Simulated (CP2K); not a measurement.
**Sb under changes of volume**

One of the cells (26.666 Å³/atom); the others are scaled copies at fixed shape and fractional positions:

```xyz
1
Lattice="3.3534 0.0000 0.0000 1.6767 2.9042 0.0000 1.6767 0.9681 2.7381" Properties=species:S:1:pos:R:3 pbc="T T T"
Sb    0.0000    0.0000    0.0000
```

This isn't the form of Sb at room conditions, which is rhombohedral.

- Program: CP2K 2026.2
- Functional: r2SCAN
- Potentials or basis: POTENTIAL_UZH Sb GTH-SCAN-q5; TZVP-MOLOPT-SCAN-GTH basis
- Density cutoff: 9184 eV
- k mesh: 10 × 10 × 10
- Occupations: fermi-dirac, width 0.05 eV
- Spin: no spin polarisation

| volume (Å³/atom) | energy over the lowest point (meV/atom) | pressure (GPa) |
| --- | --- | --- |
| 25.066 | ? | ? |
| 25.599 | 14.61 | 3.5 |
| 26.133 | 5.61 | 2.1 |
| 26.666 | 0.89 | 0.8 |
| 27.199 | 0.00 | -0.3 |
| 27.733 | 2.76 | -1.4 |
| 28.266 | 8.90 | -2.4 |

What does the run at 25.066 Å³/atom give?

Energy over the lowest point 28.65 meV/atom; pressure 5.1 GPa.

Worked out: A Birch-Murnaghan fit of order 3 (a polynomial in V^(-2/3)) to the other rows has its minimum at 27.05 Å³/atom with B0 = V·E''(V) = 56 GPa (rough, since the energies scatter). It gives 28.08 meV/atom at 25.066 Å³/atom, against the run's 28.65, and -dE/dV = 4.8 GPa, against 5.1.

Energies are extrapolated to zero smearing.

Caveats: the basis of atomic orbitals isn't converged, which shifts pressures, moduli and gaps.
